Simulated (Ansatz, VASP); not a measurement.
**One calculation of H6C2O, two programs**

```
CELL_PARAMETERS angstrom
7.52907 0.00000 0.00000
0.00000 7.52907 0.00000
0.00000 0.00000 7.52907
ATOMIC_POSITIONS crystal
C 0.00976 0.50470 0.74352
C 0.82371 0.53296 0.80979
C 0.84589 0.45077 0.31515
C 0.98810 0.57455 0.25207
C 0.41285 0.27216 0.95897
C 0.38801 0.09931 0.86280
C 0.65975 0.85977 0.36457
C 0.64546 0.05914 0.35330
O 0.70461 0.43262 0.70434
O 0.10719 0.47489 0.14694
O 0.21075 0.09336 0.80115
O 0.63531 0.12820 0.52724
H 0.60208 0.39645 0.77633
H 0.81572 0.49145 0.95146
H 0.78772 0.67632 0.80330
H 0.10267 0.59382 0.81358
H 0.05385 0.36609 0.76373
H 0.01685 0.53624 0.60004
H 0.20110 0.55291 0.10376
H 0.92894 0.68624 0.17522
H 0.05818 0.63426 0.36865
H 0.75253 0.51676 0.40671
H 0.77050 0.39627 0.20124
H 0.90820 0.33835 0.38682
H 0.20369 0.01243 0.70112
H 0.48303 0.08841 0.75077
H 0.41460 0.98751 0.95622
H 0.54896 0.28231 0.01321
H 0.38328 0.38447 0.86751
H 0.31837 0.28507 0.07040
H 0.69430 0.24446 0.54115
H 0.76197 0.11286 0.28173
H 0.52579 0.09738 0.27528
H 0.66237 0.79925 0.23081
H 0.78231 0.82185 0.43558
H 0.54676 0.80288 0.43835
```

Alike in both runs: functional LDA; k mesh 1 × 1 × 1; occupations fermi-dirac, width 0.02 eV; no spin polarisation.

Ansatz relaxed the structure, and its values are those at the end. VASP's run is a single point on that final structure, the one shown.

|  | VASP | Ansatz |
| --- | --- | --- |
| version | VASP 6.6.1 | Ansatz 0.2.0 |
| potentials or method | VASP PAW LDA potentials, release 64 (C, O, H) | scalar-relativistic, plane waves, PAW |
| plane-wave cutoff (eV) | 520 | 420 |
| valence electrons in the cell | 80 | 80 |

Ansatz gave:

```
gap on the k mesh at the Fermi level (eV) : 4.24
rms of the force components (eV/Å)        : 0.071
```

Q: Estimate VASP's values.

A: gap on the k mesh at the Fermi level (eV): 4.23; rms of the force components (eV/Å): 0.066.
